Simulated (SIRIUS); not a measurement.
Runs of SIRIUS 7.12.0 on Si2W. The structure is tetragonal, space group I4/mmm (No. 139). The conventional cell has a = 3.214 Å, b = 3.214 Å, c = 7.830 Å, α = 90.00°, β = 90.00°, γ = 90.00°. W (site symmetry 4/mmm) has 10 Si at 2.62 Å as nearest neighbours. Si (site symmetry 4mm) has 5 Si at 2.59 to 2.63 Å and 5 W at 2.62 Å as nearest neighbours. 

```csv
task,level,potentials or basis,cutoff (eV),muffin tin radii,basis cutoff (gk_cutoff),valence relativity,reference energy of the basis,smallest sphere radius times basis cutoff,largest force (eV/Å)
band structure,PBE,"all-electron FP-LAPW (no relativity for the valence, core without relativity), apw+lo standard",170,"Si 2.26, W 2.6 bohr",3.54 1/bohr,none,0.44 Ha,8,(a)
band structure,PBE,"all-electron FP-LAPW (ZORA valence), apw+lo standard",170,"Si 2.26, W 2.6 bohr",3.54 1/bohr,zora,0.45 Ha,8,0.07
band structure,PBE,"all-electron FP-LAPW (Koelling-Harmon valence), apw+lo standard",170,"Si 2.26, W 2.6 bohr",3.54 1/bohr,koelling_harmon,0.45 Ha,8,0.07
single point,PBEsol,"all-electron FP-LAPW, apw+lo standard",177,"Si 2.21, W 2.55 bohr",3.61 1/bohr,iora,0.45 Ha,7.98,0.02
```

Alike in all rows: no spin polarisation; cell as given; k mesh 12 × 12 × 12; smearing fermi-dirac 0.05 eV.

Task: Estimate the missing entries.

Result: (a) 0.14.

Caveats: relativity is left out for the valence states, which matters for the heavier elements (some runs); relativity is left out for the core states (some runs).

Not every run made on this cell is shown here.
